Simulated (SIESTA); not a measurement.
The system is AlN.

```
CELL_PARAMETERS angstrom
0.00000 2.18399 2.18399
2.18399 0.00000 2.18399
2.18399 2.18399 0.00000
ATOMIC_POSITIONS crystal
Al 0.00000 0.00000 0.00000
N 0.25000 0.25000 0.25000
```

Measurements of this composition are mostly on another form, of space group No. 186.

Base run:

| Property | Result |
| --- | --- |
| Program | SIESTA 5.4.2 |
| Functional | PBE |
| Potentials or basis | PseudoDojo 0.4 standard (PBE files) |
| Basis | DZ (energy shift 0.002 Ry; radii capped at 9.5 bohr) |
| Grid cutoff | 800 Ry |
| Energy shift | 0.002 Ry |
| k mesh | 10 × 10 × 10 |
| Occupations | fermi-dirac, width 0.05 eV |
| Spin | no spin polarisation |

Its results: band gap on the k mesh 3.32 eV, indirect (least direct gap 4.04 eV); pressure 13.9 GPa.

Task: After a change of settings the same cell gave: band gap on the k mesh 3.25 eV, indirect (least direct gap 4.38 eV); pressure 6.3 GPa. Which change was it?
A. functional from PBE to BLYP; basis from DZ (energy shift 0.002 Ry; radii capped at 9.5 bohr) to DZP (energy shift 0.002 Ry; radii capped at 9.5 bohr)
B. basis from DZ (energy shift 0.002 Ry; radii capped at 9.5 bohr) to DZP (energy shift 0.002 Ry; radii capped at 9.5 bohr)
C. functional from PBE to PW86PBE; basis from DZ (energy shift 0.002 Ry; radii capped at 9.5 bohr) to DZP (energy shift 0.002 Ry; radii capped at 9.5 bohr)
D. basis from DZ (energy shift 0.002 Ry; radii capped at 9.5 bohr) to SZ (energy shift 0.002 Ry; radii capped at 9.5 bohr)

Result: B.

Caveats: the basis of atomic orbitals isn't converged, which shifts pressures, moduli and gaps; the basis has no polarisation orbitals (some runs).

Not every run made on this cell is shown here.
